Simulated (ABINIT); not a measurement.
Crystal: SnTe.

```xyz
2
Lattice="0.0000 3.1509 3.1509 3.1509 0.0000 3.1509 3.1509 3.1509 0.0000" Properties=species:S:1:pos:R:3 pbc="T T T"
Te    3.1509    3.1509    3.1509
Sn    0.0000    0.0000    0.0000
```

Base run:

* Program: ABINIT 10.8.3 (patched build)
* Functional: PBEsol
* Potentials or basis: PseudoDojo NC SR PBEsol v0.4.1 standard
* Cutoff: 925 eV
* k mesh: 5 × 5 × 5
* Occupations: fermi-dirac, width 0.05 eV
* Spin: no spin polarisation

Its results: pressure -0.7 GPa.

The run is repeated on the same cell with these changes: cutoff from 925 eV to 1088 eV. What comes out?

Pressure -0.3 GPa.
